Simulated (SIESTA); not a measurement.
CO2 under changes of volume

One of the cells (7.836 Å³/atom); the others are scaled copies at fixed shape and fractional positions:

```
CELL_PARAMETERS angstrom
-1.97473 1.97473 3.01406
1.97473 -1.97473 3.01406
1.97473 1.97473 -3.01406
ATOMIC_POSITIONS crystal
O 0.87500 0.95980 0.58480
O 0.37500 0.29020 0.41520
O 0.04020 0.62500 0.91520
O 0.70980 0.12500 0.08480
C 0.00000 0.00000 0.00000
C 0.75000 0.25000 0.50000
```

The cell comes from a database or a generator and needn't be the stable form of this composition.

* Program: SIESTA 5.4.2
* Functional: LDA
* Potentials or basis: PseudoDojo 0.4 standard (LDA files)
* Basis: DZP (energy shift 0.003 Ry)
* Grid cutoff: 800 Ry
* Energy shift: 0.003 Ry
* k mesh: 7 × 7 × 7
* Occupations: fermi-dirac, width 0.05 eV
* Spin: no spin polarisation

| volume (Å³/atom) | energy over the lowest point (meV/atom) | pressure (GPa) | gap on the mesh (eV) | largest force (eV/Å) |
| --- | --- | --- | --- | --- |
| 7.366 | ? | ? | ? | ? |
| 7.522 | 0.00 | 1.4 | 7.58 | 0.597 |
| 7.679 | 1.52 | -4.4 | 7.49 | 0.281 |
| 7.836 | 8.37 | -9.5 | 7.40 | 0.011 |
| 7.992 | 19.99 | -14.2 | 7.30 | 0.279 |
| 8.149 | 35.91 | -18.3 | 7.21 | 0.527 |
| 8.306 | 55.68 | -22.0 | 7.12 | 0.755 |

Q: What does the run at 7.366 Å³/atom give?

A: Energy over the lowest point 4.43 meV/atom; pressure 7.8 GPa; gap on the mesh 7.68 eV; largest force 0.939 eV/Å.

Worked out: A Birch-Murnaghan fit of order 3 (a polynomial in V^(-2/3)) to the other rows has its minimum at 7.56 Å³/atom with B0 = V·E''(V) = 288 GPa and B' = 4.5 at fixed shape and positions, which overstates the stiffness. It gives 4.47 meV/atom at 7.366 Å³/atom, against the run's 4.43, and -dE/dV = 7.9 GPa, against 7.8. A straight line through the other rows of the gap, of slope -4.67 eV per unit of ln V, extrapolates to 7.68 eV, against the run's 7.68.

Energies are extrapolated to zero smearing.

Caveats: an odd mesh through Γ misses points on the zone boundary, where band edges often lie; the basis of atomic orbitals isn't converged, which shifts pressures, moduli and gaps.
